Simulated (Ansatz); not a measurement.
## Phonons of CdF2

Method: PBEsol, scalar-relativistic; no spin polarisation; PAW, 420 eV, Gaussian smearing of 0.05 eV; code Ansatz. The datasets are Ansatz's generated set soft_2.

```xyz
3
Lattice="0.0000 2.6919 2.6919 2.6919 0.0000 2.6919 2.6919 2.6919 0.0000" Properties=species:S:1:pos:R:3 pbc="T T T"
Cd    0.0000    0.0000    0.0000
F     1.3460    1.3460    1.3460
F     4.0379    4.0379    4.0379
```

The chain of runs began from a cell as deposited in COD, expanded in volume.

Force constants come from finite displacements in a 2×2×2 supercell (the unit cell's 8×8×8 k-mesh, folded to it); the long-range dipole term is included. Points in reciprocal vectors of this cell: Γ = (0.000, 0.000, 0.000), X = (0.500, 0.000, 0.500), U = (0.625, 0.250, 0.625), K = (0.375, 0.375, 0.750), L = (0.500, 0.500, 0.500), W = (0.500, 0.250, 0.750).

Frequencies at the named points (cm⁻¹, imaginary ones negative):
```
point                             ω (cm⁻¹)
    Γ        0 0 0 215 215 301 301 301 373
    X   92 104 104 135 135 190 345 345 395
    U  101 106 135 162 173 203 326 340 383
    K  101 106 135 162 173 203 326 340 383
    L    84 84 174 249 249 277 277 293 343
    W   90 112 148 148 149 269 269 362 379
```

**Question.** Is the structure dynamically stable along this path, and where does the spectrum end?

**Answer.** Yes: no branch is imaginary beyond numerical noise. The highest frequency is 395 cm⁻¹, at X. Points that don't fit the supercell are interpolated.

**Question.** What does the harmonic approximation give for the vibrational free energy, entropy and heat capacity?

**Answer.** Zero-point energy 40.3 meV/atom.
```
T (K)  F_vib (meV/atom)  S (J/K per mole of atoms)  C_V (J/K per mole of atoms)
  100              37.3                        8.3                         12.6
  200              22.5                       19.8                         20.0
  300              -2.8                       28.5                         22.5
  400             -35.8                       35.1                         23.5
  500             -75.1                       40.4                         24.0
  600            -119.3                       44.8                         24.3
  700            -167.7                       48.6                         24.5
  800            -219.7                       51.8                         24.6
  900            -275.0                       54.7                         24.6
 1000            -333.1                       57.3                         24.7
```

The highest mode, 395 cm⁻¹, is worth 570 K. At 300 K the heat capacity has reached 90 % of the classical limit 3R = 24.9 J/K per mole of atoms.

Cost: 85 s on 4 threads of Arm Neoverse V2, with other jobs on the host, peak memory 1.7 GiB.

